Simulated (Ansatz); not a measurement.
Runs of Ansatz 0.2.0 on SnO. The structure is tetragonal, space group P4/nmm (No. 129). Conventional cell: a = 3.814 Å, b = 3.814 Å, c = 4.887 Å, α = 90.00°, β = 90.00°, γ = 90.00°. Sn (site symmetry 4mm) has 4 O at 2.23 Å as nearest neighbours. O (site symmetry -4m2) has 4 Sn at 2.23 Å as nearest neighbours. The cell is a database's computed one.

```csv
task,level,cell,k mesh,points for each segment of the path,gap on the mesh (eV),pressure (GPa),relaxed volume (Å³/atom),largest force (eV/Å)
band structure,HSE06,as given,6 × 6 × 4,4,0.52,-0.9,-,0.26
relaxation of cell and atoms,HSE06,relaxed,4 × 4 × 4,-,0.78,0.0,(c),-
relaxation of cell and atoms,PBE0,relaxed,4 × 4 × 4,-,(b),0.0,(a),-
band structure,PBE0,as given,6 × 6 × 4,4,1.15,-0.9,-,0.28
```

Alike in all rows: potentials or basis Ansatz PAW; no spin polarisation; cutoff (eV) 420; smearing fermi-dirac 0.05 eV.

Q: Fill in the values left out.

A: (a) 18.19; (b) 1.42; (c) 18.18.

Caveats: spin-orbit coupling is left out, which moves the levels of the heavy elements; the PAW data sets come from PBE, with cores solved anew for the run's functional, which leaves a small shift of forces and pressure; the thresholds are loose for stress (some runs); the plane-wave basis is chosen anew once the cell has moved, so the energies of steps on either side of that aren't comparable (some runs).

A k mesh can miss the band edges, and the runs leave out spin-orbit coupling on Sn.
